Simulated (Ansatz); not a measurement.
LiI (rock salt)

```xyz
2
Lattice="0.0000 2.9516 2.9516 2.9516 0.0000 2.9516 2.9516 2.9516 0.0000" Properties=species:S:1:pos:R:3 pbc="T T T"
I      0.0000     0.0000     0.0000
Li     2.9516     2.9516     2.9516
```

The slice is a {111} plane (indices of the conventional cell) through the point (0.500, 0.500, 0.500) (fractional), spanned by u = [100] and v = [-1 2 0] in vectors of this cell: u (4.17 Å) and v (7.23 Å, at 90° to u). It covers one period; positions are fractions (u, v).

Calculation: PBEsol (plane waves to 420 eV, PAW, scalar-relativistic; Ansatz, an electronic-structure program). k mesh 10×10×10. Near the nuclei the fields are pseudised (PAW); where an atom keeps semicore shells as valence, they peak there. LiI was relaxed with its symmetry unable to fall. Spin-orbit coupling is left out, though I is heavy.

Question: Sketch the electron localisation function (ELF) on this plane as a map.

Answer: 
```
|xxxx1100112222222222110011xx|
|5511000022445555554422000011|
|0000001133668888886633110000|
|1111111133668899886633111111|
|4433111122447799774422111133|
|6655221111225566552211112255|
|9977442211113344331111224477|
|9988663311111111111111336688|
|8888663311000000000011336688|
|5555442200001155110000224455|
|222222110011xxxxxx1100112222|
|111111000077xxxxxx7700001111|
|222222110011xxxxxx1100112222|
|5555442200001155110000224455|
|8888663311000000000011336688|
|9988663311111111111111336688|
|9977442211113344331111224477|
|6655221111225566552211112255|
|4433111122447799774422111133|
|1111111133668899886633111111|
|0000001133668888886633110000|
|5511000022445555554422000011|
|xxxx1100112222222222110011xx|
|xxxx7700001111111111000077xx|
```
Scale: ten equal steps from 0.01 (start of '0') to 0.43 (end of '9'), in the order '0123456789'. Values: electron localisation function (ELF). The map has 14 points along u (two characters each, u = 0 at the left) and 24 along v (v = 0 in the bottom row). Points within 0.5 Å of a nucleus are blanked (x), as the pseudised field means little there.
